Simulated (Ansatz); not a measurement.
HfC: eigenvalues along the path

```xyz
2
Lattice="0.0000 2.3250 2.3250 2.3250 0.0000 2.3250 2.3250 2.3250 0.0000" Properties=species:S:1:pos:R:3 pbc="T T T"
Hf    2.3250    2.3250    2.3250
C     0.0000    0.0000    0.0000
```

Atoms are numbered in the order listed.

The cell is COD entry 1539502, as deposited and not checked against the literature; nothing was relaxed.

Spin–orbit coupling is left out, though it moves levels of the heavy atoms by tenths of an eV or more.

Computed with Ansatz 0.2.0, DFT, PBEsol, all-electron LAPW, scalar-relativistic.

Sampling and basis: a Γ-centred 12×12×12 k mesh, Fermi–Dirac smearing of 0.05 eV, basis error target 0.25 meV/atom, no spin polarisation.

Path points, in fractions of the reciprocal vectors: Γ (0.000, 0.000, 0.000), X (0.500, 0.000, 0.500), U (0.625, 0.250, 0.625), K (0.375, 0.375, 0.750), L (0.500, 0.500, 0.500), W (0.500, 0.250, 0.750). Levels in eV from the Fermi level; bands 14 to 27, counted from the lowest band of the run. The gap is zero.

```
# k(1/Å) point b14 b15 b16 b17 b18 b19 b20 b21 b22 b23 b24 b25 b26 b27
0.000 Γ -12.33 -11.08 -11.07 -11.07 -11.07 -10.99 -10.99 -10.99 1.05 1.05 1.05 1.29 1.29 1.29
0.270 - -12.02 -11.07 -11.06 -11.06 -11.05 -10.99 -10.99 -10.99 -0.92 0.14 0.14 0.84 2.67 2.67
0.540 - -11.35 -11.06 -11.05 -11.05 -11.01 -11.00 -11.00 -10.91 -3.01 -0.36 -0.36 -0.12 3.89 4.42
0.811 - -11.13 -11.04 -11.04 -11.04 -11.02 -11.01 -11.01 -10.39 -3.84 -1.04 -0.41 -0.41 4.47 5.94
1.081 - -11.06 -11.04 -11.04 -11.04 -11.02 -11.01 -11.01 -10.31 -3.26 -1.66 -0.21 -0.21 5.01 6.60
1.351 X -11.04 -11.04 -11.04 -11.02 -11.01 -11.01 -11.01 -10.42 -2.64 -1.88 -0.08 -0.08 5.23 6.66
1.447 - -11.04 -11.04 -11.04 -11.02 -11.02 -11.01 -11.01 -10.38 -2.65 -1.96 -0.19 -0.03 5.40 6.62
1.542 - -11.05 -11.04 -11.04 -11.03 -11.02 -11.01 -11.01 -10.27 -2.68 -2.20 -0.48 0.15 5.87 6.50
1.638 - -11.06 -11.04 -11.04 -11.04 -11.02 -11.01 -11.01 -10.11 -2.71 -2.58 -0.86 0.46 6.30 6.46
1.733 - -11.08 -11.05 -11.04 -11.03 -11.02 -11.01 -11.01 -9.90 -3.06 -2.75 -1.27 0.93 6.03 6.30
1.829 U -11.10 -11.05 -11.04 -11.03 -11.02 -11.01 -11.00 -9.67 -3.57 -2.78 -1.67 1.52 5.70 6.11
1.994 - -11.10 -11.05 -11.04 -11.03 -11.02 -11.01 -11.00 -9.54 -3.79 -2.79 -2.00 2.15 5.08 6.27
2.160 - -11.10 -11.05 -11.04 -11.03 -11.02 -11.01 -11.00 -9.44 -3.92 -2.77 -2.32 3.10 4.13 6.42
2.325 - -11.10 -11.05 -11.04 -11.03 -11.02 -11.01 -11.00 -9.44 -3.92 -2.77 -2.32 3.10 4.13 6.42
2.491 - -11.10 -11.05 -11.04 -11.03 -11.02 -11.01 -11.00 -9.54 -3.79 -2.79 -2.00 2.15 5.08 6.27
2.656 K -11.10 -11.05 -11.04 -11.03 -11.02 -11.01 -11.00 -9.67 -3.57 -2.78 -1.67 1.52 5.70 6.11
2.943 - -11.13 -11.05 -11.03 -11.03 -11.02 -11.01 -11.00 -9.16 -4.78 -2.76 -2.50 3.89 4.51 5.31
3.230 - -11.15 -11.05 -11.04 -11.02 -11.02 -11.02 -10.99 -9.69 -4.47 -2.59 -2.37 3.25 4.33 5.41
3.516 - -11.26 -11.06 -11.04 -11.03 -11.02 -11.00 -10.99 -10.78 -2.85 -1.86 -1.50 2.20 3.35 3.93
3.803 - -11.97 -11.07 -11.06 -11.06 -11.05 -11.00 -10.99 -10.99 -0.74 -0.37 -0.23 1.52 2.33 2.35
4.090 Γ -12.33 -11.08 -11.07 -11.07 -11.07 -10.99 -10.99 -10.99 1.05 1.05 1.05 1.29 1.29 1.29
4.324 - -12.09 -11.07 -11.06 -11.06 -11.06 -10.99 -10.99 -10.99 -0.38 0.02 0.02 1.71 1.71 2.12
4.558 - -11.47 -11.06 -11.05 -11.05 -11.00 -11.00 -10.99 -10.98 -2.16 -1.25 -1.25 2.45 2.45 2.66
4.792 - -11.19 -11.05 -11.03 -11.03 -11.01 -11.01 -10.98 -10.24 -3.89 -2.23 -2.23 3.33 3.53 3.53
5.026 - -11.17 -11.04 -11.04 -11.04 -11.00 -11.00 -10.98 -9.11 -5.40 -2.84 -2.84 4.43 4.67 4.67
5.260 L -11.17 -11.04 -11.04 -11.03 -11.00 -11.00 -10.98 -8.40 -6.22 -3.05 -3.05 5.23 5.23 5.70
5.451 - -11.16 -11.04 -11.04 -11.03 -11.00 -11.00 -10.99 -8.53 -6.02 -2.99 -2.95 4.66 5.12 5.59
5.642 - -11.15 -11.05 -11.04 -11.03 -11.00 -11.00 -11.00 -8.85 -5.44 -2.87 -2.68 4.03 4.50 5.78
5.833 - -11.13 -11.05 -11.04 -11.02 -11.01 -11.01 -11.00 -9.21 -4.62 -2.79 -2.41 3.71 3.84 6.15
6.024 - -11.10 -11.05 -11.04 -11.03 -11.02 -11.01 -11.01 -9.48 -3.71 -2.77 -2.41 3.58 3.62 6.53
6.215 W -11.08 -11.04 -11.04 -11.04 -11.02 -11.01 -11.01 -9.58 -3.02 -2.77 -2.77 3.62 3.62 6.67
6.350 - -11.08 -11.04 -11.04 -11.04 -11.02 -11.01 -11.01 -9.67 -2.78 -2.78 -2.69 2.62 4.60 6.67
6.485 - -11.07 -11.04 -11.04 -11.04 -11.02 -11.01 -11.01 -9.89 -2.75 -2.52 -2.15 1.67 5.46 6.56
6.621 - -11.05 -11.04 -11.04 -11.04 -11.02 -11.01 -11.01 -10.15 -2.70 -2.29 -1.28 0.83 6.10 6.13
6.756 - -11.04 -11.04 -11.04 -11.02 -11.02 -11.01 -11.01 -10.34 -2.66 -2.02 -0.46 0.18 5.54 6.53
6.891 X -11.04 -11.04 -11.04 -11.02 -11.01 -11.01 -11.01 -10.42 -2.64 -1.88 -0.08 -0.08 5.23 6.66
```
